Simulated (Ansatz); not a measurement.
# GaN (P6_3mc): the host for defect calculations

Aim: the runs on the perfect crystal GaN (P6_3mc) that a defect calculation needs first.

Method: plane-wave PAW DFT, r2SCAN; relaxation of the host's cell and atoms; PAW set soft_1, in the first sound run; inputs show where later runs differ, in Ansatz 0.2.0.

### 1. The starting structure

The structure is hexagonal, space group P6_3mc (No. 186). Conventional cell: a = 3.189 Å, b = 3.189 Å, c = 5.192 Å, α = 90.00°, β = 90.00°, γ = 120.00°. Ga has 4 N at 1.95 to 1.96 Å nearest. N has 4 Ga at 1.95 to 1.96 Å nearest. Farther neighbours and most contacts between anions are not listed.

### 2. Host cell relaxation

Lattice and positions are set free, within the symmetry that the program keeps.

cell/input.yaml

```yaml
crystal:
  lattice:
    - [3.1889304, 0.0, 0.0]
    - [-1.5944652, 2.7616947, 0.0]
    - [0.0, 0.0, 5.1923572]
  atoms:
    - { symbol: Ga, position: [0.66666667, 0.33333333, 0.49908371] }
    - { symbol: Ga, position: [0.33333333, 0.66666667, 0.99908371] }
    - { symbol: "N", position: [0.66666667, 0.33333333, 0.87591629] }
    - { symbol: "N", position: [0.33333333, 0.66666667, 0.37591629] }
basis:
  ecutwfc: 500
  xc_grid: 2
hamiltonian:
  xc: r2scan
  pseudopotentials: { kind: paw, azcp: { folder: soft_1 } }
kpoints:
  mp_grid: { grid: [10, 10, 6] }
scf:
  occupations: { method: fixed }
  max_iter: 100
relax:
  f_tol: 0.005
  max_steps: 60
  cell: {}
output:
  forces: true
  stress: true
checkpoint:
  write: "../cell.run"
  compress: false
  write_wavefunctions: false
  write_every: 100000
```

Launch:

```
ansatz run input.yaml --threads 32 --pin off --max-ram 56524MiB --backend cuda --events-out ev --progress --plain --runs-dir out --max-vram 78GiB
```

Numbers of over 12 decimals in the logs are rounded to 6 here.

The program printed:

```text
Engine: ansatz 0.2.0, aarch64-unknown-linux-gnu
[...]
Pseudopotential: Ga, paw, valence charge 13, recommended cutoff 500 eV (meta_gga), soft_1/Ga.paw.azcp
Pseudopotential: N, paw, valence charge 5, recommended cutoff 500 eV (meta_gga), soft_1/N.paw.azcp
Functional definition: r2SCAN
[...]
Crystal: 4 atoms, lattice volume = 45.728 Å³
Basis set: ecut = 500 eV, 1141 PW (Γ), exchange–correlation on 48×48×80 points (8 copies of the dense FFT grid, shifted against one another)
Bands: 22, of which v1, the nominal top of the filled ones, is band 18 counted from 1 (17 counted from 0)
[...]
Space group: P63mc (ITA 186), of the structure as read, at distance tolerance 3.6e-5 Å
k-points: 56 of 600 (time reversal used)
[...]
Functional: x = r2scan, c = r2scan; τ floored in thin density (d = 2e-4 eV/Å³)
[...]
SCF 4 converged in 5 iterations: F = -8352.780591 eV  dr2 = 3.97e-11
relax step   4: F+E_penalty+E_count = -8352.78059064 eV  Δ(F+E_penalty+E_count) = +1.716e-4 eV  max|allowed force component| = 5.026e-4 eV/Å  Δτ_max = 0.0000 Å  P = +0.004 GPa  Ω = 45.491 Å³  stress o [...]
basis re-selected at this cell: Δ(F+E_penalty+E_count) = +1.716e-4 eV, ΔP = -0.001 GPa vs the last step (what re-selecting the basis moved, of the pressure what is left beyond the Pulay correction tha [...]
SCF converged after 5 iterations
Free energy (F): -8352.780591 eV
[...]
Fermi energy:    9.470439 eV
--- Per-component energies (eV) ---
[...]
--- Forces (eV/Å), atoms counted from 1 ---
[...]
--- Stress (GPa, compression-positive) ---
        0.004568       0.000000       0.000000
       -0.000000       0.004568       0.000000
        0.000000       0.000000       0.001914
  P = ⅓ Tr σ = 0.0037 GPa (0.037 kbar)
--- Band table (eV; the first three rows and the last of 56) ---
[...]
--- Relaxed structure (3 steps of the walk, 3 accepted, 1 SCFs on fresh bases) ---
[...]
```

It took 2.7 s on 1 × NVIDIA GB200 with 32 threads of Arm Neoverse V2, shared host; peak memory 0.97 GiB.

The steps of the relaxation:

| step | energy less that of the first step (eV) | largest force component (eV/Å) | pressure (GPa) | volume (Å³) |
| --- | --- | --- | --- | --- |
| 1 | 0.0000 | 0.0011 | -1.00 | 45.73 |
| 2 | -0.0007 | 0.0010 | -0.39 | 45.58 |
| 3 | -0.0009 | 0.0005 | 0.00 | 45.49 |
| 4* | -0.0007 | 0.0005 | 0.00 | 45.49 |

Relaxation steps marked * repeat the geometry before them on a plane-wave basis chosen anew for their cell, so energy and pressure can jump there.

| conventional cell, symmetrised | before | after | change |
| --- | --- | --- | --- |
| a (Å) | 3.189 | 3.183 | -0.2 % |
| b (Å) | 3.189 | 3.183 | -0.2 % |
| c (Å) | 5.192 | 5.184 | -0.2 % |
| volume (Å³/atom) | 11.43 | 11.37 | -0.5 % |

The relaxed structure:

```xyz
4
Lattice="3.1833 0.0000 0.0000 -1.5916 2.7568 0.0000 0.0000 0.0000 5.1838" Properties=species:S:1:pos:R:3 pbc="T T T"
Ga    1.5916    0.9189    2.5873
Ga    0.0000    1.8379    5.1792
N     1.5916    0.9189    4.5405
N     0.0000    1.8379    1.9486
```

Numbers from this step:

```
pressure : 0.003683 GPa
```

The cell shrank by 0.5 % in volume.

### 3. Dielectric tensors of the host

The response to a uniform electric field gives the electronic dielectric tensor.

This step: plane-wave PAW DFPT, PBEsol; dielectric tensors, Born charges and zone-centre modes of the host; PAW set soft_1 (Ansatz 0.2.0).

eps/input.yaml

```yaml
crystal:
  lattice:
    - [3.1832726057, 0.0, 0.0]
    - [-1.5916363029, 2.7567949437, 0.0]
    - [0.0, 0.0, 5.1838317307]
  atoms:
    - { symbol: Ga, position: [0.6666666667, 0.3333333333, 0.4991062363] }
    - { symbol: Ga, position: [0.3333333333, 0.6666666667, 0.9991062363] }
    - { symbol: "N", position: [0.6666666667, 0.3333333333, 0.8758937637] }
    - { symbol: "N", position: [0.3333333333, 0.6666666667, 0.3758937637] }
basis:
  ecutwfc: 420
hamiltonian:
  xc: pbesol
  pseudopotentials: { kind: paw, azcp: { folder: soft_1 }, xc_functional: pbe }
kpoints:
  mp_grid: { grid: [9, 9, 5] }
scf:
  occupations: { method: fixed }
  max_iter: 100
phonons:
  method: dfpt
  dielectric: true
  rigid_motions: translations
```

The program printed:

```text
[...]
Crystal: 4 atoms, lattice volume = 45.491 Å³
Basis set: ecut = 420 eV, 893 PW (Γ), exchange–correlation on 48×48×72 points (8 copies of the dense FFT grid, shifted against one another)
Bands: 22, of which v1, the nominal top of the filled ones, is band 18 counted from 1 (17 counted from 0)
[...]
k-points: 115 of 405 (irreducible under 2 space group operations, time reversal used)
[...]
SCF iter   1: F=—  HF=-8246.860112 eV  |F-HF|=—  |Δ(HF+E_count)|=         —  Δρ=1.04e-1  dr2=4.20e0  ethr=3.10e-3  ⟨swp⟩=4.0  Hψ=9075  notcnv=0  defer=17
[...]
k-points: 168 of 1152 (irreducible under 4 space group operations, time reversal used)
[...]
SCF iter   3: F=—  HF=-8245.697696 eV  |F-HF|=—  |Δ(HF+E_count)|=   1.77e-7  Δρ=3.76e-5  dr2=2.77e-7  ethr=3.70e-8
SCF iter   4: F=-8245.697694 eV  HF=-8245.697694 eV  |F-HF|=9.50e-8  |Δ(HF+E_count)|=   1.84e-6  Δρ=1.07e-5  dr2=2.57e-8  ethr=7.70e-10
SCF 1 converged in 4 iterations: F = -8245.697694 eV  dr2 = 2.57e-8
[...]
WARN: field response: ε∞ stands inside a basis, on 12×12×8 points; the force constants stand on the 9×9×5 k-mesh, whose period is 10.27 times the interband length at k = (0.0000, 0.0000, 0.0000), dire [...]
SCF converged after 10 iterations
Free energy (F): -8245.700331 eV
[...]
Fermi energy:    9.608008 eV
[...]
--- Band table (eV; the first three rows and the last of 115) ---
[...]
--- Phonons (Γ-DFPT): 4 representative perturbations + reference (Σ response iterations 22) ---
  k mesh reduced under 2 symmetry operations, with k and −k counted as one. Each operation leaves every solved perturbation unchanged. A smaller set is not considered because the run solves the response to a homogeneous field
  ASR residual: 2.026e-4 → 0.000e0 eV/Å²; symmetrization residual: 2.001e-9 eV/Å²
  ASR residual per site (eV/Å²): 1.69e-4 1.69e-4 2.03e-4 2.03e-4
  Γ frequencies (cm⁻¹): 0.00 0.00 0.00 136.49 136.49 326.87 520.93 544.14 544.14 552.78 552.78 677.09
  ε∞ (high-frequency dielectric tensor):
        5.833686    -0.000000    -0.000000
       -0.000000     5.833686     0.000000
       -0.000000     0.000000     6.016055
  ε⁰ (static dielectric tensor: ions relaxed, cell fixed):
       10.099291    -0.000000    -0.000000
       -0.000000    10.099291     0.000000
       -0.000000     0.000000    11.187370
  ε⁰ − ε∞ (ionic part):
        4.265605    -0.000000     0.000000
       -0.000000     4.265605     0.000000
        0.000000     0.000000     5.171315
  softest optical mode at Γ: 136.49 cm⁻¹; the repairs (sum rule, projections) moved no ω² at Γ by more than (1.98 cm⁻¹)²
  Born effective charges Z* (e; rows j = field, columns β = displacement):
    site 0:
         2.60952   -0.00000   -0.00000
        -0.00000    2.60952    0.00000
        -0.00000    0.00000    2.75066
    site 1:
         2.60952   -0.00000   -0.00000
        -0.00000    2.60952    0.00000
        -0.00000    0.00000    2.75066
    site 2:
        -2.60952    0.00000    0.00000
         0.00000   -2.60952   -0.00000
         0.00000   -0.00000   -2.75066
    site 3:
        -2.60952    0.00000    0.00000
         0.00000   -2.60952   -0.00000
         0.00000   -0.00000   -2.75066
  Z* charge neutrality: 2.574e-3 e pre-enforcement
  solved inside a basis spanned on kpoints, on 12×12×8 k-points, its susceptibility summed on 18×18×10: ε∞ is read to err by 1.7e-2, Z* by 1.5e-2 e (field_mesh: kpoints solves on kpoints); Z* is corrected for what the basis lacks
  optical modes at Γ without the LO–TO term, one row a degenerate level:
      ω (cm⁻¹)  modes    IR ((D/Å)²/amu)
        136.49      2             0.0000
        326.87      1             0.0000
        520.93      1            29.9312
        544.14      2            53.8771
        552.78      2             0.0000
        677.09      1             0.0000
  optical modes at Γ + LO–TO along q̂ = [1.0000, 0.0000, 0.0000]:
      ω (cm⁻¹)  modes    IR ((D/Å)²/amu)
        136.49      2             0.0000
        326.87      1             0.0000
        520.93      1            29.9312
        544.14      1            26.9385
        552.78      2             0.0000
        677.09      1             0.0000
        715.96      1            26.9385
  optical modes at Γ + LO–TO along q̂ = [0.0000, 1.0000, 0.0000]:
      ω (cm⁻¹)  modes    IR ((D/Å)²/amu)
        136.49      2             0.0000
        326.87      1             0.0000
        520.93      1            29.9312
        544.14      1            26.9385
        552.78      2             0.0000
        677.09      1             0.0000
        715.96      1            26.9385
  optical modes at Γ + LO–TO along q̂ = [0.0000, 0.0000, 1.0000]:
      ω (cm⁻¹)  modes    IR ((D/Å)²/amu)
        136.49      2             0.0000
        326.87      1             0.0000
        544.14      2            53.8771
        552.78      2             0.0000
        677.09      1             0.0000
        710.37      1            29.9312
[...]
```

The job ended after 10 s (1 × NVIDIA GB200 with 32 threads; peak memory 2 GiB; 1.9 min of CPU time).

Electronic dielectric tensor:

```
5.83 0.00 0.00
0.00 5.83 0.00
0.00 0.00 6.02
```

Static dielectric tensor:

```
10.10  0.00  0.00
 0.00 10.10  0.00
 0.00  0.00 11.19
```

The principal values of the electronic dielectric tensor are 5.83, 5.83 and 6.02. The principal values of the static dielectric tensor are 10.10, 10.10 and 11.19.

### 4. Primitive cell on a dense mesh

A dense mesh gives the host's converged energy, against which the supercell's sampling is tested.

This step: plane-wave PAW DFT, r2SCAN; single point of the host's primitive cell on a dense mesh; PAW set soft_1 (Ansatz 0.2.0).

dense/input.yaml

```yaml
crystal:
  lattice:
    - [3.1832726057, 0.0, 0.0]
    - [-1.5916363029, 2.7567949437, 0.0]
    - [0.0, 0.0, 5.1838317307]
  atoms:
    - { symbol: Ga, position: [0.6666666667, 0.3333333333, 0.4991062363] }
    - { symbol: Ga, position: [0.3333333333, 0.6666666667, 0.9991062363] }
    - { symbol: "N", position: [0.6666666667, 0.3333333333, 0.8758937637] }
    - { symbol: "N", position: [0.3333333333, 0.6666666667, 0.3758937637] }
basis:
  ecutwfc: 500
  xc_grid: 2
hamiltonian:
  xc: r2scan
  pseudopotentials: { kind: paw, azcp: { folder: soft_1 } }
kpoints:
  mp_grid: { grid: [10, 10, 6] }
scf:
  occupations: { method: fermi_dirac, width: 0.01 }
  max_iter: 80
```

The program printed:

```text
[...]
Crystal: 4 atoms, lattice volume = 45.491 Å³
Basis set: ecut = 500 eV, 1129 PW (Γ), exchange–correlation on 48×48×80 points (8 copies of the dense FFT grid, shifted against one another)
Bands: 22, of which v1, the nominal top of the filled ones, is band 18 counted from 1 (17 counted from 0)
[...]
k-points: 56 of 600 (time reversal used)
[...]
SCF iter   2: F=—  HF=-8352.705955 eV  |F-HF|=—  |Δ(HF+E_count)|=    1.04e0  Δρ=5.19e-2  dr2=6.84e-1  dr2_τ=7.36e-2  ethr=3.10e-3  ⟨swp⟩=2.2  Hψ=2922  notcnv=0
[...]
SCF iter   8: F=—  HF=-8352.780591 eV  |F-HF|=—  |Δ(HF+E_count)|=   4.21e-7  Δρ=2.38e-5  dr2=2.57e-7  dr2_τ=3.80e-9  ethr=2.98e-8  ⟨swp⟩=2.0  Hψ=1899  notcnv=0
SCF iter   9: F=-8352.780591 eV  HF=-8352.780591 eV  |F-HF|=1.31e-10  |Δ(HF+E_count)|=   5.95e-8  Δρ=5.59e-6  dr2=1.19e-8  dr2_τ=2.03e-10  ethr=2.78e-10  ⟨swp⟩=2.4  Hψ=2530  notcnv=0
SCF 1 converged in 9 iterations: F = -8352.780591 eV  dr2 = 1.19e-8
[...]
SCF converged after 9 iterations
Free energy (F): -8352.780591 eV
[...]
Fermi energy:    10.649773 eV
[...]
```

Wall time 1.8 s (1 × NVIDIA GB200 with 32 threads); peak memory 1 GiB.

### 5. Self-consistent run

This step: plane-wave PAW DFT, r2SCAN; single point of the defect-free supercell, a test of its k-points; PAW set soft_1 (Ansatz 0.2.0).

System of this step: GaN (P6_3mc). The cell holds 72 atoms: 36 Ga and 36 N. Cell: a = 9.550 Å, b = 9.550 Å, c = 10.368 Å, α = 90.0°, β = 90.0°, γ = 120.0°.

pristine.sampling/input.yaml

```yaml
crystal:
  lattice:
    - [9.5498178172, 0.0, 0.0]
    - [-4.7749089086, 8.2703848312, 0.0]
    - [0.0, 0.0, 10.3676634614]
  atoms:
    - { symbol: Ga, position: [0.2222222222, 0.1111111111, 0.2495531182] }
    - { symbol: Ga, position: [0.1111111111, 0.2222222222, 0.4995531182] }
    - { symbol: "N", position: [0.2222222222, 0.1111111111, 0.4379468818] }
    - { symbol: "N", position: [0.1111111111, 0.2222222222, 0.1879468818] }
    - { symbol: Ga, position: [0.2222222222, 0.1111111111, 0.7495531182] }
    - { symbol: Ga, position: [0.1111111111, 0.2222222222, 0.9995531182] }
    - { symbol: "N", position: [0.2222222222, 0.1111111111, 0.9379468818] }
    - { symbol: "N", position: [0.1111111111, 0.2222222222, 0.6879468818] }
    - { symbol: Ga, position: [0.2222222222, 0.4444444444, 0.2495531182] }
    - { symbol: Ga, position: [0.1111111111, 0.5555555556, 0.4995531182] }
    - { symbol: "N", position: [0.2222222222, 0.4444444444, 0.4379468818] }
    - { symbol: "N", position: [0.1111111111, 0.5555555556, 0.1879468818] }
    - { symbol: Ga, position: [0.2222222222, 0.4444444444, 0.7495531182] }
    - { symbol: Ga, position: [0.1111111111, 0.5555555556, 0.9995531182] }
    - { symbol: "N", position: [0.2222222222, 0.4444444444, 0.9379468818] }
    - { symbol: "N", position: [0.1111111111, 0.5555555556, 0.6879468818] }
    - { symbol: Ga, position: [0.2222222222, 0.7777777778, 0.2495531182] }
    - { symbol: Ga, position: [0.1111111111, 0.8888888889, 0.4995531182] }
    - { symbol: "N", position: [0.2222222222, 0.7777777778, 0.4379468818] }
    - { symbol: "N", position: [0.1111111111, 0.8888888889, 0.1879468818] }
    - { symbol: Ga, position: [0.2222222222, 0.7777777778, 0.7495531182] }
    - { symbol: Ga, position: [0.1111111111, 0.8888888889, 0.9995531182] }
    - { symbol: "N", position: [0.2222222222, 0.7777777778, 0.9379468818] }
    - { symbol: "N", position: [0.1111111111, 0.8888888889, 0.6879468818] }
    - { symbol: Ga, position: [0.5555555556, 0.1111111111, 0.2495531182] }
    - { symbol: Ga, position: [0.4444444444, 0.2222222222, 0.4995531182] }
    - { symbol: "N", position: [0.5555555556, 0.1111111111, 0.4379468818] }
    - { symbol: "N", position: [0.4444444444, 0.2222222222, 0.1879468818] }
    - { symbol: Ga, position: [0.5555555556, 0.1111111111, 0.7495531182] }
    - { symbol: Ga, position: [0.4444444444, 0.2222222222, 0.9995531182] }
    - { symbol: "N", position: [0.5555555556, 0.1111111111, 0.9379468818] }
    - { symbol: "N", position: [0.4444444444, 0.2222222222, 0.6879468818] }
    - { symbol: Ga, position: [0.5555555556, 0.4444444444, 0.2495531182] }
    - { symbol: Ga, position: [0.4444444444, 0.5555555556, 0.4995531182] }
    - { symbol: "N", position: [0.5555555556, 0.4444444444, 0.4379468818] }
    - { symbol: "N", position: [0.4444444444, 0.5555555556, 0.1879468818] }
    - { symbol: Ga, position: [0.5555555556, 0.4444444444, 0.7495531182] }
    - { symbol: Ga, position: [0.4444444444, 0.5555555556, 0.9995531182] }
    - { symbol: "N", position: [0.5555555556, 0.4444444444, 0.9379468818] }
    - { symbol: "N", position: [0.4444444444, 0.5555555556, 0.6879468818] }
    - { symbol: Ga, position: [0.5555555556, 0.7777777778, 0.2495531182] }
    - { symbol: Ga, position: [0.4444444444, 0.8888888889, 0.4995531182] }
    - { symbol: "N", position: [0.5555555556, 0.7777777778, 0.4379468818] }
    - { symbol: "N", position: [0.4444444444, 0.8888888889, 0.1879468818] }
    - { symbol: Ga, position: [0.5555555556, 0.7777777778, 0.7495531182] }
    - { symbol: Ga, position: [0.4444444444, 0.8888888889, 0.9995531182] }
    - { symbol: "N", position: [0.5555555556, 0.7777777778, 0.9379468818] }
    - { symbol: "N", position: [0.4444444444, 0.8888888889, 0.6879468818] }
    - { symbol: Ga, position: [0.8888888889, 0.1111111111, 0.2495531182] }
    - { symbol: Ga, position: [0.7777777778, 0.2222222222, 0.4995531182] }
    - { symbol: "N", position: [0.8888888889, 0.1111111111, 0.4379468818] }
    - { symbol: "N", position: [0.7777777778, 0.2222222222, 0.1879468818] }
    - { symbol: Ga, position: [0.8888888889, 0.1111111111, 0.7495531182] }
    - { symbol: Ga, position: [0.7777777778, 0.2222222222, 0.9995531182] }
    - { symbol: "N", position: [0.8888888889, 0.1111111111, 0.9379468818] }
    - { symbol: "N", position: [0.7777777778, 0.2222222222, 0.6879468818] }
    - { symbol: Ga, position: [0.8888888889, 0.4444444444, 0.2495531182] }
    - { symbol: Ga, position: [0.7777777778, 0.5555555556, 0.4995531182] }
    - { symbol: "N", position: [0.8888888889, 0.4444444444, 0.4379468818] }
    - { symbol: "N", position: [0.7777777778, 0.5555555556, 0.1879468818] }
    - { symbol: Ga, position: [0.8888888889, 0.4444444444, 0.7495531182] }
    - { symbol: Ga, position: [0.7777777778, 0.5555555556, 0.9995531182] }
    - { symbol: "N", position: [0.8888888889, 0.4444444444, 0.9379468818] }
    - { symbol: "N", position: [0.7777777778, 0.5555555556, 0.6879468818] }
    - { symbol: Ga, position: [0.8888888889, 0.7777777778, 0.2495531182] }
    - { symbol: Ga, position: [0.7777777778, 0.8888888889, 0.4995531182] }
    - { symbol: "N", position: [0.8888888889, 0.7777777778, 0.4379468818] }
    - { symbol: "N", position: [0.7777777778, 0.8888888889, 0.1879468818] }
    - { symbol: Ga, position: [0.8888888889, 0.7777777778, 0.7495531182] }
    - { symbol: Ga, position: [0.7777777778, 0.8888888889, 0.9995531182] }
    - { symbol: "N", position: [0.8888888889, 0.7777777778, 0.9379468818] }
    - { symbol: "N", position: [0.7777777778, 0.8888888889, 0.6879468818] }
basis:
  ecutwfc: 500
  xc_grid: 2
hamiltonian:
  xc: r2scan
  pseudopotentials: { kind: paw, azcp: { folder: soft_1 } }
kpoints:
  mp_grid: { grid: [1, 1, 1], shift: [0.25, 0.25, 0.25] }
scf:
  occupations: { method: fermi_dirac, width: 0.01 }
  max_iter: 80
```

The program printed:

```text
[...]
Crystal: 72 atoms, lattice volume = 818.845 Å³
Basis set: ecut = 500 eV, 20899 PW (Γ), exchange–correlation on 144×144×160 points (8 copies of the dense FFT grid, shifted against one another)
Bands: 396, of which v1, the nominal top of the filled ones, is band 324 counted from 1 (323 counted from 0)
[...]
k-points: 1
[...]
SCF iter   2: F=—  HF=-150350.366273 eV  |F-HF|=—  |Δ(HF+E_count)|=    1.81e1  Δρ=5.15e-2  dr2=1.21e1  dr2_τ=1.30e0  ethr=3.10e-3  ⟨swp⟩=2.0  Hψ=786  notcnv=0  defer=66
[...]
automatic band count: iteration 3 solves 375 bands in place of 396: the levels show a gap, and the empty bands left out lie too high to hold charge; the band table lists the bands solved (type scf.n_e [...]
[...]
SCF iter   8: F=—  HF=-150351.680112 eV  |F-HF|=—  |Δ(HF+E_count)|=   2.23e-3  Δρ=2.25e-5  dr2=4.02e-6  dr2_τ=7.67e-8  ethr=2.60e-8  ⟨swp⟩=2.0  Hψ=686  notcnv=0  defer=45
SCF iter   9: F=-150351.680114 eV  HF=-150351.680114 eV  |F-HF|=6.02e-9  |Δ(HF+E_count)|=   1.20e-6  Δρ=5.56e-6  dr2=2.23e-7  dr2_τ=4.12e-9  ethr=1.26e-10  ⟨swp⟩=3.0  Hψ=963  notcnv=0
SCF 1 converged in 9 iterations: F = -150351.680114 eV  dr2 = 2.23e-7
[...]
SCF converged after 9 iterations
Free energy (F): -150351.680114 eV
[...]
Fermi energy:    11.224436 eV
[...]
```

Elapsed: 1.8 s, on 1 × NVIDIA GB200 with 32 threads; peak memory 1.4 GiB.

Numbers from this step:

* energy over dense mesh: -0.02263 eV/atom

[end of part 1 of 2]

[Logs are printed without paths, hosts, clocks, repeated set-up lines and the standing remarks that a program may print on its own settings, such as how far it seeks lower states.]

[Hosts, paths, dates, database ids (printed as entryN), source tags and the programs' standing remarks are cut or masked in the printed files.]

[Runs of the host that timed out are not shown.]

[For some hosts the program warned that the k-mesh of the response run may be too coarse for force constants and the static dielectric constant; such warnings are not always shown.]
